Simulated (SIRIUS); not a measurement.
# Sn (Fd-3m) in SIRIUS: further runs

The runs below take Sn through equation of state, with PBEsol.

Program: SIRIUS 7.12.0. These are calculated values, not measurements. Logs are shortened: lines on timing, memory, paths and dates and some standing lists are left out, and cuts for length are marked. The log counts tension as positive stress, the text compression.

**1. The crystal as given**

Symmetry: Fd-3m, No. 227, cubic system. The conventional cell has a = 6.467 Å, b = 6.467 Å, c = 6.467 Å, α = 90.00°, β = 90.00°, γ = 90.00°. Around Sn (site symmetry -43m) lie 4 Sn at 2.80 Å.

This isn't the form of Sn at room conditions, which is tetragonal (white tin).

**2. Equation of state, PBEsol, 31.77 Å³/atom (volume scaled by 0.94)**

File sirius.json:

```json
{
  "control": {
    "processing_unit": "cpu",
    "std_evp_solver_name": "lapack",
    "gen_evp_solver_name": "lapack",
    "verbosity": 2,
    "print_forces": false,
    "ortho_rf": true,
    "use_second_variation": true,
    "rmt_max": 3.0,
    "num_bands_to_print": 24,
    "save_wf": true
  },
  "parameters": {
    "electronic_structure_method": "full_potential_lapwlo",
    "xc_functionals": ["XC_GGA_X_PBE_SOL", "XC_GGA_C_PBE_SOL"],
    "core_relativity": "dirac",
    "valence_relativity": "iora",
    "num_fv_states": 29,
    "smearing": "fermi_dirac",
    "smearing_width": 0.0018374661,
    "pw_cutoff": 20,
    "gk_cutoff": 3.31,
    "lmax_apw": 10,
    "lmax_rho": 8,
    "lmax_pot": 8,
    "num_mag_dims": 0,
    "auto_rmt": 0,
    "ngridk": [7, 7, 7],
    "shiftk": [0, 0, 0],
    "num_dft_iter": 80,
    "energy_tol": 1e-07,
    "density_tol": 1e-05,
    "use_symmetry": true
  },
  "settings": {"tol_ne": 1e-10},
  "iterative_solver": {"type": "exact"},
  "mixer": {"type": "anderson", "beta": 0.5, "max_history": 8},
  "unit_cell": {
    "lattice_vectors": [[0.0, 5.9854007813, 5.9854007813], [5.9854007813, 0.0, 5.9854007813], [5.9854007813, 5.9854007813, 0.0]],
    "atom_types": ["Sn"],
    "atom_files": {"Sn": "Sn.json"},
    "atoms": {"Sn": [[0.75, 0.75, 0.75], [0.5, 0.5, 0.5]]}
  }
}
```

File Sn.json:

```json
{
  "name": "tin",
  "symbol": "Sn",
  "number": 50,
  "mass": 118.71,
  "rmin": 1e-06,
  "rmt": 2.54,
  "nrmt": 800,
  "rinf": 17.22,
  "core": "1s2s2p3s3p3d",
  "valence": [
    {"basis": [{"enu": -0.01, "dme": 0, "n": 0, "auto": 0}, {"enu": -0.01, "dme": 1, "n": 0, "auto": 0}]},
    {"l": 0, "n": 1, "basis": [{"enu": 0.013, "dme": 0, "n": 0, "auto": 0}]},
    {"l": 1, "n": 2, "basis": [{"enu": 0.09, "dme": 0, "n": 0, "auto": 0}]},
    {"l": 2, "n": 3, "basis": [{"enu": 0.09, "dme": 0, "n": 0, "auto": 0}]},
    {"l": 3, "n": 4, "basis": [{"enu": 0.09, "dme": 0, "n": 0, "auto": 0}]}
  ],
  "lo": [
    {"l": 0, "basis": [{"enu": 0.013, "dme": 0, "n": 0, "auto": 0}, {"enu": 0.013, "dme": 1, "n": 0, "auto": 0}]},
    {
      "l": 0,
      "basis": [{"enu": -4.6645, "dme": 0, "n": 4, "auto": 1}, {"enu": -4.6645, "dme": 1, "n": 4, "auto": 1}]
    },
    {
      "l": 0,
      "basis": [{"enu": -4.6645, "dme": 1, "n": 4, "auto": 1}, {"enu": 0.013, "dme": 0, "n": 0, "auto": 0}]
    },
    {"l": 0, "basis": [{"enu": 0.013, "dme": 0, "n": 0, "auto": 0}, {"enu": 2.493, "dme": 0, "n": 0, "auto": 0}]},
    {"l": 1, "basis": [{"enu": 0.09, "dme": 0, "n": 0, "auto": 0}, {"enu": 0.09, "dme": 1, "n": 0, "auto": 0}]},
    {
      "l": 1,
      "basis": [{"enu": -3.0543, "dme": 0, "n": 4, "auto": 1}, {"enu": -3.0543, "dme": 1, "n": 4, "auto": 1}]
    },
    {
      "l": 1,
      "basis": [{"enu": -3.0543, "dme": 1, "n": 4, "auto": 1}, {"enu": 0.09, "dme": 0, "n": 0, "auto": 0}]
    },
    {"l": 1, "basis": [{"enu": 0.09, "dme": 0, "n": 0, "auto": 0}, {"enu": 2.942, "dme": 0, "n": 0, "auto": 0}]},
    {"l": 2, "basis": [{"enu": 0.09, "dme": 0, "n": 0, "auto": 0}, {"enu": 0.09, "dme": 1, "n": 0, "auto": 0}]},
    {
      "l": 2,
      "basis": [{"enu": -0.7216, "dme": 0, "n": 4, "auto": 1}, {"enu": -0.7216, "dme": 1, "n": 4, "auto": 1}]
    },
    {
      "l": 2,
      "basis": [{"enu": -0.7216, "dme": 1, "n": 4, "auto": 1}, {"enu": 0.09, "dme": 0, "n": 0, "auto": 0}]
    },
    {"l": 2, "basis": [{"enu": 0.09, "dme": 0, "n": 0, "auto": 0}, {"enu": 3.314, "dme": 0, "n": 0, "auto": 0}]},
    {"l": 3, "basis": [{"enu": 0.09, "dme": 0, "n": 0, "auto": 0}, {"enu": 0.09, "dme": 1, "n": 0, "auto": 0}]},
    {"l": 3, "basis": [{"enu": 0.09, "dme": 0, "n": 0, "auto": 0}, {"enu": 2.787, "dme": 0, "n": 0, "auto": 0}]}
  ],
  "free_atom": [... radial grid and density of the free atom, the start of the SCF ...]
}
```

File sirius_start.json:

```json
{
  "control": {
    "processing_unit": "cpu",
    "std_evp_solver_name": "lapack",
    "gen_evp_solver_name": "lapack",
    "verbosity": 1,
    "print_forces": false,
    "ortho_rf": true,
    "use_second_variation": true,
    "rmt_max": 3.0,
    "num_bands_to_print": 24,
    "save_wf": false
  },
  "parameters": {
    "electronic_structure_method": "full_potential_lapwlo",
    "xc_functionals": ["XC_LDA_X", "XC_LDA_C_PW"],
    "core_relativity": "dirac",
    "valence_relativity": "iora",
    "num_fv_states": 29,
    "smearing": "fermi_dirac",
    "smearing_width": 0.0055123983,
    "pw_cutoff": 20,
    "gk_cutoff": 2.65,
    "lmax_apw": 10,
    "lmax_rho": 8,
    "lmax_pot": 8,
    "num_mag_dims": 0,
    "auto_rmt": 0,
    "ngridk": [3, 3, 3],
    "shiftk": [0, 0, 0],
    "num_dft_iter": 30,
    "energy_tol": 0.01,
    "density_tol": 0.05,
    "use_symmetry": true
  },
  "settings": {"tol_ne": 1e-10},
  "iterative_solver": {"type": "exact"},
  "mixer": {"type": "anderson", "beta": 0.5, "max_history": 8},
  "unit_cell": {
    "lattice_vectors": [[0.0, 5.9854007813, 5.9854007813], [5.9854007813, 0.0, 5.9854007813], [5.9854007813, 5.9854007813, 0.0]],
    "atom_types": ["Sn"],
    "atom_files": {"Sn": "Sn.json"},
    "atoms": {"Sn": [[0.75, 0.75, 0.75], [0.5, 0.5, 0.5]]}
  }
}
```

Potentials or basis: all-electron FP-LAPW, apw+lo standard.

On the command line:

```
> OMP_NUM_THREADS=1 sirius.scf --input=sirius_start.json --output=start.json
> OMP_NUM_THREADS=1 sirius.scf --input=sirius.json --output=output.json --task=1
```

Output:

```text
[info] SIRIUS version : 7.12.0
[info] number of MPI ranks           : 1
[info] MPI grid                      : 1 1
[info] maximum number of OMP threads : 1
[fft] FFT context for density and potential
[fft] =====================================
[fft]   plane wave cutoff                     : 20
[fft]   grid size                             : 60 60 60   total : 216000
[fft]   grid limits                           : -29 30   -29 30   -29 30
[fft]   number of G-vectors within the cutoff : 57967
[fft]   number of G-shells                    : 1498
[fft] FFT context for coarse grid
[fft] =====================================
[fft]   plane wave cutoff                     : 6.62
[fft]   grid size                             : 20 20 20   total : 8000
[fft]   grid limits                           : -9 10   -9 10   -9 10
[fft]   number of G-vectors within the cutoff : 2085
[fft]   number of G-shells                    : 79
[unit cell] lattice vectors
[unit cell]   a1 :       0.0000000000      5.9854007813      5.9854007813
[unit cell]   a2 :       5.9854007813      0.0000000000      5.9854007813
[unit cell]   a3 :       5.9854007813      5.9854007813      0.0000000000
[unit cell] reciprocal lattice vectors
[unit cell]   b1 :      -0.5248759053      0.5248759053      0.5248759053
[unit cell]   b2 :       0.5248759053     -0.5248759053      0.5248759053
[unit cell]   b3 :       0.5248759053      0.5248759053     -0.5248759053
[unit cell] unit cell volume :       428.85423548 [a.u.^3]
[unit cell] 1/sqrt(omega)    :         0.04828866
[unit cell] MT volume        :       137.28394634 (32.01%)
[unit cell] IT volume        :       291.57028914 (67.99%)
[unit cell] number of atom types : 1
[unit cell] type id : 0 symbol : Sn mt_radius :   2.540000 num_atoms : 2
[unit cell] total number of atoms : 2
[unit cell] number of symmetry classes : 1
[unit cell] atom id  type id  class id             position                      vector_field
[unit cell] ------------------------------------------------------------------------------------------
[unit cell]      0        0        0      0.75000   0.75000   0.75000      0.00000   0.00000   0.00000
[unit cell]      1        0        0      0.50000   0.50000   0.50000      0.00000   0.00000   0.00000
[... 280 lines left out ...]
[diagonalize] ...
[diagonalize] ik:   15   -4.576535   -4.576527   -2.953421   -2.953412   -2.952987   -2.952934   -2.952502   -2.952498   -0.625513   -0.624936   -0.619028   -0.617543   -0.612945   -0.612525   -0.610487   -0.609013   -0.602675   -0.602156   -0.112939   -0.102348    0.057097    0.082695    0.206286    0.243444
[diagonalize] ik:   16   -4.576579   -4.576484   -2.953396   -2.953377   -2.953184   -2.952736   -2.952543   -2.952523   -0.624795   -0.624748   -0.620987   -0.617205   -0.615222   -0.612162   -0.608531   -0.607342   -0.603280   -0.603064   -0.181283   -0.015973    0.073977    0.114803    0.255853    0.267983
[diagonalize] ik:   17   -4.576561   -4.576501   -2.953414   -2.953391   -2.953122   -2.952798   -2.952528   -2.952505   -0.625652   -0.625002   -0.619388   -0.616021   -0.614569   -0.612525   -0.610070   -0.608928   -0.602749   -0.602151   -0.151888   -0.061191    0.054075    0.098466    0.260010    0.286507
[diagonalize] ik:   18   -4.576548   -4.576514   -2.953417   -2.953411   -2.953040   -2.952879   -2.952508   -2.952501   -0.625441   -0.625337   -0.619081   -0.615921   -0.614428   -0.611903   -0.611235   -0.608944   -0.602362   -0.602281   -0.134776   -0.077079    0.058911    0.072147    0.245133    0.255301
[diagonalize] ik:   19   -4.576543   -4.576520   -2.953425   -2.953408   -2.953028   -2.952894   -2.952511   -2.952497   -0.625971   -0.625377   -0.618014   -0.614941   -0.614016   -0.612512   -0.612265   -0.609886   -0.602300   -0.601762   -0.123388   -0.088520    0.041950    0.074946    0.259322    0.328083
[generate_core_charge_density] atom class : 0
[generate_core_charge_density]   n,l,k : 1 0 1  energy :       -1064.70631976
[generate_core_charge_density]   n,l,k : 2 0 1  energy :        -160.42041087
[generate_core_charge_density]   n,l,k : 2 1 1  energy :        -149.84765728
[generate_core_charge_density]   n,l,k : 2 1 2  energy :        -141.37769191
[generate_core_charge_density]   n,l,k : 3 0 1  energy :         -30.68101919
[generate_core_charge_density]   n,l,k : 3 1 1  energy :         -26.38556219
[generate_core_charge_density]   n,l,k : 3 1 2  energy :         -24.83881471
[generate_core_charge_density]   n,l,k : 3 2 2  energy :         -17.24067251
[generate_core_charge_density]   n,l,k : 3 2 3  energy :         -16.92122275
[find] Total energy                   :  -12352.69234222 (Ha),  -24705.38468444 (Ry)
[find] iteration : 1, RMS (target) : 1.2985e-01 (1.0000e-05) , energy difference (target) : 3.4442e-05 (1.0000e-07)
[find] Total energy                   :  -12352.69229900 (Ha),  -24705.38459800 (Ry)
[find] iteration : 2, RMS (target) : 3.7604e-03 (1.0000e-05) , energy difference (target) : 4.3220e-05 (1.0000e-07)
[find] Total energy                   :  -12352.69231088 (Ha),  -24705.38462177 (Ry)
[find] iteration : 3, RMS (target) : 1.0586e-03 (1.0000e-05) , energy difference (target) : -1.1884e-05 (1.0000e-07)
[find] Total energy                   :  -12352.69231414 (Ha),  -24705.38462828 (Ry)
[find] iteration : 4, RMS (target) : 1.3905e-04 (1.0000e-05) , energy difference (target) : -3.2567e-06 (1.0000e-07)
[... 13 lines left out ...]
[find] valence_eval_sum               :     -65.93255494
[find] core_eval_sum                  :   -7398.60564405
[find] kinetic energy                 :   13001.57101804
[find] enuc                           :  -15009.79142771
[find] <rho|V^{XC}>                   :    -427.55470212
[find] <rho|E^{XC}>                   :    -325.19458127
[find] <mag|B^{XC}>                   :       0.00000000
[find] <rho|V^{H}>                    :  -20038.55451491
[find] smearing (-TS)                 :      -0.00005859
[find] SCF correction                 :      -0.00006540
[find] Total energy                   :  -12352.69231380 (Ha),  -24705.38462759 (Ry)
[find] Free energy (E-TS)             :  -12352.69237239 (Ha),  -24705.38474478 (Ry)
[find] band gap (eV)                  :       0.00000000
[find] Efermi                         :       0.18179746
[find] iteration : 6, RMS (target) : 2.5553e-06 (1.0000e-05) , energy difference (target) : 5.6752e-10 (1.0000e-07)
[find] converged after 7 SCF iterations!
[find] Charges and magnetic moments
[find] --------------------------------------------------------------------------------
[find] atom      charge    core leakage
[find] --------------------------------------------------------------------------------
[find]    0   48.148960    8.173332e-11
[find]    1   48.148960    8.173332e-11
[find] total core leakage    : 1.63466630e-10
[find] interstitial charge   : 3.702075
[find] total charge          : 99.999996
[find] Energy
[find] --------------------------------------------------------------------------------
[find] valence_eval_sum               :     -65.93255494
[find] core_eval_sum                  :   -7398.60564405
[find] kinetic energy                 :   13001.57101804
[find] enuc                           :  -15009.79142771
[find] <rho|V^{XC}>                   :    -427.55470212
[find] <rho|E^{XC}>                   :    -325.19458127
[find] <mag|B^{XC}>                   :       0.00000000
[find] <rho|V^{H}>                    :  -20038.55451491
[find] smearing (-TS)                 :      -0.00005859
[find] SCF correction                 :      -0.00006540
[find] Total energy                   :  -12352.69231380 (Ha),  -24705.38462759 (Ry)
[find] Free energy (E-TS)             :  -12352.69237239 (Ha),  -24705.38474478 (Ry)
[find] band gap (eV)                  :       0.00000000
[find] Efermi                         :       0.18179746
```

Wall time 76 s (1 thread of Intel Xeon at 2.50GHz (Skylake/Cascade Lake), shared host); peak memory 0.47 GiB.

Results:

```yaml
Free_energy: -336133.8833 eV
Band_gap_on_the_k_mesh: none (metal or under the smearing width)
All_electrons_inside_the_program's_atomic_spheres: Sn 48.15 (radii Sn 2.54 bohr)
```

**3. Equation of state, PBEsol, 32.45 Å³/atom (volume scaled by 0.96)**

Edit sirius.json of step 2 so:

```diff
@@ -39,3 +39,3 @@
   "unit_cell": {
-    "lattice_vectors": [[0.0, 5.9854007813, 5.9854007813], [5.9854007813, 0.0, 5.9854007813], [5.9854007813, 5.9854007813, 0.0]],
+    "lattice_vectors": [[0.0, 6.0275528798, 6.0275528798], [6.0275528798, 0.0, 6.0275528798], [6.0275528798, 6.0275528798, 0.0]],
     "atom_types": ["Sn"],
```

File Sn.json:

```json
{
  "name": "tin",
  "symbol": "Sn",
  "number": 50,
  "mass": 118.71,
  "rmin": 1e-06,
  "rmt": 2.54,
  "nrmt": 800,
  "rinf": 17.22,
  "core": "1s2s2p3s3p3d",
  "valence": [
    {"basis": [{"enu": -0.02, "dme": 0, "n": 0, "auto": 0}, {"enu": -0.02, "dme": 1, "n": 0, "auto": 0}]},
    {"l": 0, "n": 1, "basis": [{"enu": 0.003, "dme": 0, "n": 0, "auto": 0}]},
    {"l": 1, "n": 2, "basis": [{"enu": 0.08, "dme": 0, "n": 0, "auto": 0}]},
    {"l": 2, "n": 3, "basis": [{"enu": 0.08, "dme": 0, "n": 0, "auto": 0}]},
    {"l": 3, "n": 4, "basis": [{"enu": 0.08, "dme": 0, "n": 0, "auto": 0}]}
  ],
  "lo": [
    {"l": 0, "basis": [{"enu": 0.003, "dme": 0, "n": 0, "auto": 0}, {"enu": 0.003, "dme": 1, "n": 0, "auto": 0}]},
    {
      "l": 0,
      "basis": [{"enu": -4.6745, "dme": 0, "n": 4, "auto": 1}, {"enu": -4.6745, "dme": 1, "n": 4, "auto": 1}]
    },
    {
      "l": 0,
      "basis": [{"enu": -4.6745, "dme": 1, "n": 4, "auto": 1}, {"enu": 0.003, "dme": 0, "n": 0, "auto": 0}]
    },
    {"l": 0, "basis": [{"enu": 0.003, "dme": 0, "n": 0, "auto": 0}, {"enu": 2.483, "dme": 0, "n": 0, "auto": 0}]},
    {"l": 1, "basis": [{"enu": 0.08, "dme": 0, "n": 0, "auto": 0}, {"enu": 0.08, "dme": 1, "n": 0, "auto": 0}]},
    {
      "l": 1,
      "basis": [{"enu": -3.0643, "dme": 0, "n": 4, "auto": 1}, {"enu": -3.0643, "dme": 1, "n": 4, "auto": 1}]
    },
    {
      "l": 1,
      "basis": [{"enu": -3.0643, "dme": 1, "n": 4, "auto": 1}, {"enu": 0.08, "dme": 0, "n": 0, "auto": 0}]
    },
    {"l": 1, "basis": [{"enu": 0.08, "dme": 0, "n": 0, "auto": 0}, {"enu": 2.932, "dme": 0, "n": 0, "auto": 0}]},
    {"l": 2, "basis": [{"enu": 0.08, "dme": 0, "n": 0, "auto": 0}, {"enu": 0.08, "dme": 1, "n": 0, "auto": 0}]},
    {
      "l": 2,
      "basis": [{"enu": -0.7316, "dme": 0, "n": 4, "auto": 1}, {"enu": -0.7316, "dme": 1, "n": 4, "auto": 1}]
    },
    {
      "l": 2,
      "basis": [{"enu": -0.7316, "dme": 1, "n": 4, "auto": 1}, {"enu": 0.08, "dme": 0, "n": 0, "auto": 0}]
    },
    {"l": 2, "basis": [{"enu": 0.08, "dme": 0, "n": 0, "auto": 0}, {"enu": 3.304, "dme": 0, "n": 0, "auto": 0}]},
    {"l": 3, "basis": [{"enu": 0.08, "dme": 0, "n": 0, "auto": 0}, {"enu": 0.08, "dme": 1, "n": 0, "auto": 0}]},
    {"l": 3, "basis": [{"enu": 0.08, "dme": 0, "n": 0, "auto": 0}, {"enu": 2.777, "dme": 0, "n": 0, "auto": 0}]}
  ],
  "free_atom": [... radial grid and density of the free atom, the start of the SCF ...]
}
```

Edit sirius_start.json of step 2 so:

```diff
@@ -39,3 +39,3 @@
   "unit_cell": {
-    "lattice_vectors": [[0.0, 5.9854007813, 5.9854007813], [5.9854007813, 0.0, 5.9854007813], [5.9854007813, 5.9854007813, 0.0]],
+    "lattice_vectors": [[0.0, 6.0275528798, 6.0275528798], [6.0275528798, 0.0, 6.0275528798], [6.0275528798, 6.0275528798, 0.0]],
     "atom_types": ["Sn"],
```

Potentials or basis: all-electron FP-LAPW, apw+lo standard.

On the command line:

```
> OMP_NUM_THREADS=1 sirius.scf --input=sirius_start.json --output=start.json
> OMP_NUM_THREADS=1 sirius.scf --input=sirius.json --output=output.json --task=1
```

Wall time 70 s (1 thread of Intel Xeon at 2.50GHz (Skylake/Cascade Lake), shared host); peak memory 0.47 GiB.

Results (log left out):

```
Free energy                                       : -336133.9206 eV
Band gap on the k mesh                            : none (metal or under the smearing width)
All electrons inside the program's atomic spheres : Sn 48.13 (radii Sn 2.54 bohr)
```

(Part 1 of 2 ends here.)
